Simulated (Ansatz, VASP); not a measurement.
# Cross-check of MoP2SeS between VASP and Ansatz, part 2 of 2

Wanted: the spread between two codes on one cell, functional and k mesh. The cell is generated by rule, not measured, and may not be a known phase. The cell is taken from a series of runs on this material, whose earlier steps may have relaxed, scaled, displaced or heated it; both programs get it as it stands.

VASP 6.6.1 and Ansatz 0.2.0.

So far. Step 3 (Ansatz: single point, PBE, pair 1): The run ends at a pressure of 3.18 GPa, with forces up to 0.052 eV/Å.

### 6. VASP: single point, PBE, pair 2

Level of this step: PBE, no spin polarisation; plane waves and PAW (Mo_sv, S, Se, P); invented cell (VASP).

With cell and atoms fixed, the geometry can't cause a difference; cores, projectors, grids and the points listed under the comparison can.

File INCAR:

```
SYSTEM = MoP2SeS
PREC = Accurate
ENCUT = 500
EDIFF = 1E-06
NELM = 120
ISMEAR = -1
SIGMA = 0.02
LREAL = .FALSE.
ALGO = Normal
GGA = PE
NBANDS = 24
LASPH = .TRUE.
LORBIT = 11
LWAVE = .FALSE.
LCHARG = .FALSE.
ISIF = 2
GGA_COMPAT = .FALSE.
EFERMI = MIDGAP
KPAR = 2
```

File POSCAR:

```
MoP2SeS
1.0
    3.2245723348      0.0000000000      0.0000000000
   -1.6122861674      2.7925615582      0.0000000000
    0.0000000000      0.0000000000     11.1299466039
Mo S Se P
1 1 1 2
Direct
    0.3333333333      0.6666666667      0.3168091906
    0.6666666666      0.3333333334      0.4543333109
    0.6666666666      0.3333333334      0.1635179818
    0.6666666666      0.3333333334      0.8299662932
    0.3333333333      0.6666666667      0.7176136603
```

File KPOINTS:

```
Automatic mesh
0
Gamma
12 12 2
0 0 0
```

PAW data sets: Mo_sv, S, Se and P (PBE family, release 64).

Launch:

```bash
mpirun -np 2 vasp_std
```

Numbers of over 12 decimals in the logs are rounded to 6 here.

The program printed:

```text
[... set-up lines as in an earlier step ...]
 entering main loop
       N       E                     dE             d eps       ncg     rms          rms(c)
DAV:   1     0.205572359402E+03    0.20557E+03   -0.18806E+04  2136   0.131E+03
DAV:   2    -0.219001041490E+02   -0.22747E+03   -0.22087E+03  2296   0.287E+02
DAV:   3    -0.326585444315E+02   -0.10758E+02   -0.10652E+02  2416   0.571E+01
DAV:   4    -0.328379351886E+02   -0.17939E+00   -0.17921E+00  2160   0.801E+00
[...]
DAV:  13    -0.315021179973E+02   -0.12777E-04   -0.13311E-04  2392   0.704E-02    0.149E-02
DAV:  14    -0.315021232245E+02   -0.52273E-05   -0.32413E-05  2336   0.291E-02    0.907E-03
DAV:  15    -0.315021241486E+02   -0.92408E-06   -0.34378E-06  2104   0.929E-03
   1 F= -.31502124E+02 E0= -.31502124E+02  d E =-.708976E-09
```

Parts of OUTCAR (step 6):

```text
  Total        1.9513454      1.9513454      1.8810753      0.0000000      0.0000000      0.0000000
  in kB       31.1944094     31.1944094     30.0710652      0.0000000      0.0000000      0.0000000
  external PRESSURE =      30.8199613 kB  Pullay stress =       0.0000000 kB

 POSITION                                       TOTAL-FORCE (eV/Angst)
 -----------------------------------------------------------------------------------
     -0.00000      1.86171      3.52607         0.000000      0.000000      0.021775
      1.61229      0.93085      5.05671         0.000000     -0.000000     -0.011315
      1.61229      0.93085      1.81995         0.000000      0.000000     -0.071462
      1.61229      0.93085      9.23748        -0.000000     -0.000000     -0.091446
     -0.00000      1.86171      7.98700        -0.000000     -0.000000      0.152449
 -----------------------------------------------------------------------------------
    total drift:                                0.000001     -0.000000     -0.000127

  FREE ENERGIE OF THE ION-ELECTRON SYSTEM (eV)
  ---------------------------------------------------
  free  energy   TOTEN  =       -31.5021241486 eV

  energy  without entropy=      -31.5021241479  energy(sigma->0) =      -31.50212415

[... 2 parts as in an earlier step ...]

[... 1 further part left out ...]
[key lines of the parts left out:]
E-fermi :   6.5333
```

The run ends at a pressure of 3.08 GPa, with forces up to 0.15 eV/Å.

### 7. Ansatz: single point, PBE, pair 2

The same cell, functional, mesh and smearing now go to Ansatz, which takes its cutoff from its data sets.

The cell is taken from a series of runs on this material, whose earlier steps may have relaxed, scaled, displaced or heated it; both programs get it as it stands.

File input.yaml:

```yaml
crystal:
  lattice:
    - [3.2245723348, 0.0, 0.0]
    - [-1.6122861674, 2.7925615582, 0.0]
    - [0.0, 0.0, 11.1299466039]
  atoms:
    - { symbol: Mo, position: [0.3333333333, 0.6666666667, 0.3168091906] }
    - { symbol: S, position: [0.6666666667, 0.3333333333, 0.4543333109] }
    - { symbol: Se, position: [0.6666666667, 0.3333333333, 0.1635179818] }
    - { symbol: P, position: [0.6666666667, 0.3333333333, 0.8299662932] }
    - { symbol: P, position: [0.3333333333, 0.6666666667, 0.7176136603] }
kpoints:
  mp_grid: { grid: [12, 12, 2] }
  band_path:
    path:
      - [[0.0, 0.0, 0.0], [0.5, 0.0, 0.0], [0.33333333, 0.33333333, 0.0], [0.0, 0.0, 0.0], [0.0, 0.0, 0.5], [0.5, 0.0, 0.5], [0.33333333, 0.33333333, 0.5], [0.0, 0.0, 0.5]]
      - [[0.5, 0.0, 0.5], [0.5, 0.0, 0.0]]
      - [[0.33333333, 0.33333333, 0.5], [0.33333333, 0.33333333, 0.0]]
    npoints: 10
hamiltonian:
  xc: pbe
  pseudopotentials: { kind: paw, azcp: { folder: soft_1 } }
scf:
  occupations: { method: fermi_dirac, width: 0.02 }
  n_extra_bands: 5
output:
  eigenvalues: true
  forces: true
  stress: true
  write_density: true
  write_potential: true
  elf: true
  volumetric_format: npy
```

Launch:

```bash
ansatz run input.yaml --threads 3 --pin off --max-ram 92160MiB --backend cuda --events-out ev --progress --plain --runs-dir out --devices 1 --max-vram 13GiB
```

The program printed:

```text
[...]
GPUs: using 1 of 1 available (devices: 1).
[...]
GPU FFT provider: cuFFT
GPU libraries: cuBLAS 13.8.2, cuFFT 12.4.0, cuSOLVER 12.3.4
Crystal: 5 atoms, lattice volume = 100.223 Å³
Basis set: ecut = 420 eV, 1993 PW (Γ), exchange–correlation on 48×48×150 points (8 copies of the dense FFT grid, shifted against one another)
[...]
k-point 0: bands = [... 19 lower, 7.3666, 8.1186, 8.1186, 9.2381, 11.3504, 11.3504, 11.7336, 11.7336, ... 1 higher]
  k-point 1: bands = [... 19 lower, 8.1194, 8.1194, 8.1345, 9.0139, 11.3516, 11.3516, 11.7259, 11.7259, ... 1 higher]
  k-point 2: bands = [... 19 lower, 7.2632, 7.5137, 7.8509, 9.1085, 11.2014, 11.4109, 11.4250, 11.6815, ... 1 higher]
  k-point 37: bands = [... 19 lower, 6.2653, 6.3870, 6.4148, 8.4960, 10.0138, 10.1720, 11.2918, 11.9077, ... 1 higher]
[key lines of the parts left out:]
SCF converged after 11 iterations
Free energy (F): -12840.742008 eV
Fermi energy:    9.543678 eV
P = ⅓ Tr σ = 3.1770 GPa (31.770 kbar)
```

### 8. Comparison

What differs besides the data sets and the points named for the pairs above, as far as they apply: the data sets hold 46 valence electrons in Ansatz (on its PAW soft_1 files) and 36 in VASP. Total energies have different zeros and are not compared.

Compared:

| quantity | Ansatz | VASP | difference |
| --- | --- | --- | --- |
| pressure (GPa) | 3.18 | 3.08 | +0.10 |
| gap on the k mesh (eV) | 0.627 | 0.644 | -0.017 |

Forces (eV/Å; atoms numbered as in POSCAR):

| atom | Ansatz x, y, z | VASP x, y, z |
| --- | --- | --- |
| Mo1 | 0.000, 0.000, -0.022 | 0.000, 0.000, 0.022 |
| S2 | 0.000, 0.000, -0.001 | 0.000, 0.000, -0.011 |
| Se3 | 0.000, 0.000, -0.036 | 0.000, 0.000, -0.071 |
| P4 | 0.000, 0.000, 0.007 | 0.000, 0.000, -0.091 |
| P5 | 0.000, 0.000, 0.052 | 0.000, 0.000, 0.152 |

The forces differ by 39 meV/Å r.m.s., which is 78.6 % of the r.m.s. force of 0.050 eV/Å (both taken over all components). A gap on the mesh is an upper bound, since the band edges may lie between its points.

### 9. VASP: single point, PBE, spin-orbit coupling

A single point gives forces, pressure and levels at one fixed geometry, so differences don't come from the geometry; what else differs is listed under the comparison.

File INCAR:

```
SYSTEM = MoP2SeS
PREC = Accurate
ENCUT = 500
EDIFF = 1E-06
NELM = 200
ISMEAR = -1
SIGMA = 0.02
LREAL = .FALSE.
ALGO = Normal
GGA = PE
LNONCOLLINEAR = .TRUE.
MAGMOM = 0 0 0 0 0 0 0 0 0 0 0 0 0 0 0
NBANDS = 48
GGA_COMPAT = .FALSE.
LASPH = .TRUE.
LSORBIT = .TRUE.
LMAXMIX = 4
LORBIT = 11
LWAVE = .FALSE.
LCHARG = .FALSE.
ISIF = 2
EFERMI = MIDGAP
KPAR = 2
```

POSCAR is that of step 6.

KPOINTS is that of step 6.

Launch:

```bash
mpirun -np 2 vasp_ncl
```

The program printed:

```text
[... set-up lines as in an earlier step ...]
 entering main loop
       N       E                     dE             d eps       ncg     rms          rms(c)
DAV:   1     0.246913409315E+03    0.24691E+03   -0.18151E+04  6632   0.132E+03
DAV:   2    -0.163821920971E+02   -0.26330E+03   -0.25348E+03  7192   0.303E+02
DAV:   3    -0.325373294794E+02   -0.16155E+02   -0.15841E+02  7480   0.676E+01
DAV:   4    -0.329521359543E+02   -0.41481E+00   -0.41201E+00  7528   0.110E+01
[...]
DAV:  14    -0.316219891642E+02   -0.81896E-05   -0.84040E-05  7240   0.587E-02    0.146E-02
DAV:  15    -0.316219913684E+02   -0.22042E-05   -0.18881E-05  6320   0.196E-02    0.858E-03
DAV:  16    -0.316219917830E+02   -0.41457E-06   -0.10659E-06  5720   0.655E-03
   1 F= -.31621992E+02 E0= -.31621992E+02  d E =-.820402E-09  mag=    -0.0000     0.0000    -0.0000
```

OUTCAR, selected parts (step 9):

```text
  Total        1.9636165      1.9636165      1.8926860      0.0000000      0.0000000      0.0000000
  in kB       31.3905774     31.3905774     30.2566750      0.0000000      0.0000000      0.0000000
  external PRESSURE =      31.0126099 kB  Pullay stress =       0.0000000 kB

 POSITION                                       TOTAL-FORCE (eV/Angst)
 -----------------------------------------------------------------------------------
     -0.00000      1.86171      3.52607        -0.000000     -0.000000      0.026906
      1.61229      0.93085      5.05671         0.000000     -0.000000     -0.009228
      1.61229      0.93085      1.81995        -0.000000     -0.000000     -0.078723
      1.61229      0.93085      9.23748         0.000000      0.000000     -0.091104
     -0.00000      1.86171      7.98700        -0.000000     -0.000000      0.152149
 -----------------------------------------------------------------------------------
    total drift:                                0.000001     -0.000000     -0.000074

  FREE ENERGIE OF THE ION-ELECTRON SYSTEM (eV)
  ---------------------------------------------------
  free  energy   TOTEN  =       -31.6219917830 eV

  energy  without entropy=      -31.6219917822  energy(sigma->0) =      -31.62199178

 magnetization (x)
# of ion       s       p       d       tot
------------------------------------------
    1        0.000   0.000   0.000   0.000
    2        0.000  -0.000   0.000  -0.000
    3        0.000   0.000   0.000   0.000
    4        0.000   0.000   0.000   0.000
    5        0.000   0.000   0.000   0.000
--------------------------------------------------
tot          0.000  -0.000   0.000  -0.000

 magnetization (y)
# of ion       s       p       d       tot
------------------------------------------
    1        0.000   0.000   0.000   0.000
    2        0.000   0.000   0.000   0.000
    3        0.000   0.000   0.000   0.000
    4        0.000   0.000   0.000   0.000
    5       -0.000   0.000   0.000  -0.000
--------------------------------------------------
tot         -0.000   0.000   0.000   0.000

 magnetization (z)
# of ion       s       p       d       tot
------------------------------------------
    1        0.000   0.000   0.000   0.000
    2       -0.000  -0.000   0.000  -0.000
    3       -0.000   0.000   0.000   0.000
    4        0.000  -0.000   0.000   0.000
    5       -0.000   0.000   0.000   0.000
--------------------------------------------------
tot          0.000   0.000   0.000   0.000

[... 1 part as in an earlier step ...]

[... 2 further parts left out ...]
[key lines of the parts left out:]
E-fermi :   6.5353
```

The run ends at a pressure of 3.10 GPa, with forces up to 0.15 eV/Å.

### 10. Ansatz: single point, PBE, spin-orbit coupling

The same cell, functional, mesh and smearing now go to Ansatz, which takes its cutoff from its data sets.

The cell is taken from a series of runs on this material, whose earlier steps may have relaxed, scaled, displaced or heated it; both programs get it as it stands.

input.yaml, the sections that differ from step 7:

```yaml
kpoints:
  mp_grid: { grid: [12, 12, 2] }
  band_path:
    path:
      - [0.0, 0.0, 0.0]
      - [0.5, 0.0, 0.0]
      - [0.33333333, 0.33333333, 0.0]
      - [0.0, 0.0, 0.5]
      - [0.5, 0.0, 0.5]
      - [0.33333333, 0.33333333, 0.5]
    npoints: 1
hamiltonian:
  xc: pbe
  pseudopotentials: { kind: paw_fr, azcp: { folder: soft_1 } }
scf:
  occupations: { method: fermi_dirac, width: 0.02 }
  n_extra_bands: 10
magnetization:
  noncollinear: true
  spin_orbit: true
# crystal, output: as in step 7
```

Launch:

```bash
ansatz run input.yaml --threads 3 --pin off --max-ram 92160MiB --backend cuda --events-out ev --progress --plain --runs-dir out --devices 1 --max-vram 13GiB
```

The program printed:

```text
[...]
GPUs: using 1 of 1 available (devices: 1).
[...]
non-collinear run that drives no moment, with spin-orbit: no starting moment large enough to seed its density (crystal.atoms[].spin), no starting occupations that ask for one, no magnetisation constraint and no magnetic field, so the semilocal B_xc is pinned to zero
[...]
k-point 1: bands = [... 42 lower, 8.1500, 8.1500, 9.0144, 9.0144, 11.3043, 11.3043, 11.3860, 11.3860, ... 6 higher]
  k-point 2: bands = [... 42 lower, 7.8518, 7.8521, 9.1111, 9.1146, 11.1669, 11.2040, 11.3896, 11.3968, ... 6 higher]
  k-point 37: bands = [... 42 lower, 6.4043, 6.4268, 8.4177, 8.5798, 10.0118, 10.0150, 10.1644, 10.1800, ... 6 higher]
[key lines of the parts left out:]
SCF converged after 11 iterations
Magnetization: |M| = 0.0000 μB,  M = (+0.0000, +0.0000, +0.0000) μB
Free energy (F): -12842.087383 eV
Fermi energy:    9.545657 eV
P = ⅓ Tr σ = 3.1869 GPa (31.869 kbar)
```

### 11. Differences

What differs besides the data sets and the points named for the pairs above, as far as they apply: spin-orbit coupling enters by fully relativistic files in Ansatz and inside the spheres in VASP; the data sets hold 46 valence electrons in Ansatz (on its PAW fully relativistic soft_1 files) and 36 in VASP. Total energies have different zeros and are not compared.

Compared:

| quantity | Ansatz | VASP | difference |
| --- | --- | --- | --- |
| pressure (GPa) | 3.19 | 3.10 | +0.09 |
| gap on the k mesh (eV) | 0.618 | 0.635 | -0.017 |

Forces (eV/Å; atoms numbered as in POSCAR):

| atom | Ansatz x, y, z | VASP x, y, z |
| --- | --- | --- |
| Mo1 | 0.000, 0.000, -0.018 | 0.000, 0.000, 0.027 |
| S2 | 0.000, 0.000, -0.001 | 0.000, 0.000, -0.009 |
| Se3 | 0.000, 0.000, -0.041 | 0.000, 0.000, -0.079 |
| P4 | 0.000, 0.000, 0.007 | 0.000, 0.000, -0.091 |
| P5 | 0.000, 0.000, 0.052 | 0.000, 0.000, 0.152 |

The forces differ by 39 meV/Å r.m.s., which is 77.7 % of the r.m.s. force of 0.051 eV/Å (both taken over all components). A gap on the mesh is an upper bound, since the band edges may lie between its points.

### 12. Results

```
r.m.s. force difference (single point, PBE, pair 1)              : 39 meV/Å
r.m.s. force difference (single point, PBE, pair 2)              : 39 meV/Å
r.m.s. force difference (single point, PBE, spin-orbit coupling) : 39 meV/Å
```

The r.m.s. force difference is 39 meV/Å (single point, PBE, spin-orbit coupling), beyond the 12 meV/Å picked in this series as the mark of a large difference. The data sets hold unlike numbers of valence electrons (46 in Ansatz and 36 in VASP), so part of the differences comes from the potentials. Single point, PBE, pair 1, VASP with the data sets Mo, S, Se_sv_GW and P and a cutoff of 620 eV: the difference in pressure goes from 0.095 to 0.63 GPa; the difference in gap on the k mesh goes from -0.017 to -0.024 eV. What causes the difference of the single point, PBE, pair 2 pair stays open here. What causes the difference of the single point, PBE, spin-orbit coupling pair stays open here. How closely two codes agree says nothing of how well the functional describes the real material.

[Lines on the potential files, build, host, timing and source positions are cut from VASP's logs without a mark.]

[Logs are printed without paths, hosts, clocks, repeated set-up lines and the standing remarks that a program may print on its own settings, such as how far it seeks lower states.]

[Hosts, paths, dates, database ids (printed as entryN), source tags and the programs' standing remarks are cut or masked in the printed files.]
